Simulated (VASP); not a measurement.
Write the native input for VASP 6.6.1 that does the following.

* Task: band structure
* Functional: vdW-DF
* Potentials or basis: VASP PAW PBE potentials, release 64 (Cd, Se)
* Cutoff: 520 eV
* k mesh: 6 × 6 × 6
* Occupations: gaussian, width 0.05 eV
* Spin: spin-orbit coupling, no magnetisation
* Further INCAR settings: ALGO = Normal; EDIFF = 1e-06; NBANDS = 30

The structure of CdSe lies in POSCAR:

```
CdSe
1.0
    0.0000000000      3.0110157729      3.0110157729
    3.0110157729      0.0000000000      3.0110157729
    3.0110157729      3.0110157729      0.0000000000
Cd Se
1 1
Cartesian
    0.0000000000      0.0000000000      0.0000000000
    3.0110157729      3.0110157729      3.0110157729
```

Measurements of this composition are mostly on another form, of space group No. 186.

The cell isn't the ideal one: volume scaled by 1.15.

These files were run (other wordings do the same):

INCAR

```
SYSTEM = CdSe
  PREC = Accurate
  ENCUT = 520
  EDIFF = 1E-6
  ISMEAR = 0
  SIGMA = 0.05
  LREAL = .FALSE.
  LASPH = .TRUE.
  NELM = 100
  ALGO = Normal
  ISIF = 2
  LWAVE = .FALSE.
  LCHARG = .FALSE.
  MAGMOM = 0 0 0 0 0 0
  LORBIT = 11
  LSORBIT = .TRUE.
  GGA_COMPAT = .FALSE.
  GGA = RE
  LUSE_VDW = .TRUE.
  AGGAC = 0.0
  NBANDS = 30
```

KPOINTS

```
Automatic mesh
0
G
  6 6 6
  0 0 0
```

KPOINTS_OPT

```
path GXWKGLUWLK,UX
15
line-mode
reciprocal
 0.0000000000  0.0000000000  0.0000000000  G
 0.5000000000  0.0000000000  0.5000000000  X

 0.5000000000  0.0000000000  0.5000000000  X
 0.5000000000  0.2500000000  0.7500000000  W

 0.5000000000  0.2500000000  0.7500000000  W
 0.3750000000  0.3750000000  0.7500000000  K

 0.3750000000  0.3750000000  0.7500000000  K
 0.0000000000  0.0000000000  0.0000000000  G

 0.0000000000  0.0000000000  0.0000000000  G
 0.5000000000  0.5000000000  0.5000000000  L

 0.5000000000  0.5000000000  0.5000000000  L
 0.6250000000  0.2500000000  0.6250000000  U

 0.6250000000  0.2500000000  0.6250000000  U
 0.5000000000  0.2500000000  0.7500000000  W

 0.5000000000  0.2500000000  0.7500000000  W
 0.5000000000  0.5000000000  0.5000000000  L

 0.5000000000  0.5000000000  0.5000000000  L
 0.3750000000  0.3750000000  0.7500000000  K

 0.6250000000  0.2500000000  0.6250000000  U
 0.5000000000  0.0000000000  0.5000000000  X
```

Potentials or basis: VASP PAW PBE potentials, release 64 (Cd, Se).

Command:

```bash
$ cat potpaw_PBE.64/Cd/POTCAR potpaw_PBE.64/Se/POTCAR > POTCAR
$ mpirun -np 1 vasp_ncl > vasp.out
```

It gave:

```yaml
Pressure: -3.3 GPa
Valence_electrons_inside_the_program's_atomic_spheres: Cd 10.15; Se 3.79
```

Caveat: the PAW data sets were made with another functional, which shifts forces and pressure a little.

It took 3.3 min on 1 thread of AMD EPYC 9R45 (Zen 5), on a shared host, peak memory 0.56 GiB.
